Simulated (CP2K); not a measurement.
The system is KCl (Sylvite).

```
CELL_PARAMETERS angstrom
4.44978 0.00000 0.00000
2.22489 3.85362 0.00000
2.22489 1.28454 3.63323
ATOMIC_POSITIONS crystal
K 0.00000 0.00000 0.00000
Cl 0.50000 0.50000 0.50000
```

Program: CP2K 2026.2. Alike in all runs: task band structure; no spin polarisation; cell as given; k mesh 7 × 7 × 7.

Problem. Order these runs on this cell by their band gap on the k mesh, lowest first.
A. level PBEsol; potentials or basis POTENTIAL_UZH K GTH-PBE-q9, Cl GTH-PBE-q7; TZVP-MOLOPT-PBE-GTH basis; smearing fermi-dirac 0.05 eV; EPS_DEFAULT 1.0E-10; NGRIDS 4; points a segment of the path (NPOINTS) 10; CUTOFF of the grids 450 Ry
B. level r2SCAN; potentials or basis POTENTIAL_UZH K GTH-SCAN-q9, Cl GTH-SCAN-q7; TZVP-MOLOPT-SCAN-GTH basis; smearing fermi-dirac 0.05 eV; EPS_DEFAULT 1.0E-10; NGRIDS 5; points a segment of the path (NPOINTS) 6; CUTOFF of the grids 675 Ry
C. level LDA; potentials or basis GTH_POTENTIALS K GTH-PADE-q9, Cl GTH-PADE-q7; TZVP-MOLOPT-PBE-GTH basis; smearing fermi-dirac 0.0259 eV; EPS_DEFAULT 1.0E-9; NGRIDS 5; points a segment of the path (NPOINTS) 8; CUTOFF of the grids 450 Ry

Solution. C (4.72 eV), A (4.98 eV), B (5.82 eV).

Caveats: the basis of atomic orbitals isn't converged, which shifts pressures, moduli and gaps.

